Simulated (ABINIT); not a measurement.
PtSe2 (Sudovikovite):

```
Pt Se
1.0
     3.72400    0.00000    0.00000
    -1.86200    3.22508    0.00000
     0.00000    0.00000    5.06200
Pt Se
1 2
Direct
  0.00000 0.00000 0.00000
  0.66667 0.33333 0.75000
  0.33333 0.66667 0.25000
```

Base run:

| Item | Value |
| --- | --- |
| Program | ABINIT 10.8.3 (patched build) |
| Functional | WC |
| Potentials or basis | JTH PAW PBE v2.0 |
| Cutoff | 544 eV |
| k mesh | 8 × 8 × 5 |
| Occupations | fermi-dirac, width 0.05 eV |
| Spin | no spin polarisation |

Its results: band gap on the k mesh none (metal or under the smearing width); pressure 3.4 GPa; largest force 0.537 eV/Å.

After a change of settings the same cell gave: band gap on the k mesh none (metal or under the smearing width); pressure 6.6 GPa; largest force 0.045 eV/Å. Which change was it?
A. functional from WC to LDA-PZ; potentials or basis from JTH PAW PBE v2.0 to JTH PAW LDA v2.0
B. functional from WC to BP86
C. functional from WC to HCTH407
D. functional from WC to LDA-VWN; potentials or basis from JTH PAW PBE v2.0 to JTH PAW LDA v2.0

C.

Caveats: the PAW data sets were made with another functional, which shifts forces and pressure a little; spin-orbit coupling is left out, which moves the levels of the heavy elements; the atomic spheres overlap.

Runs at the PBE level aren't shown here.
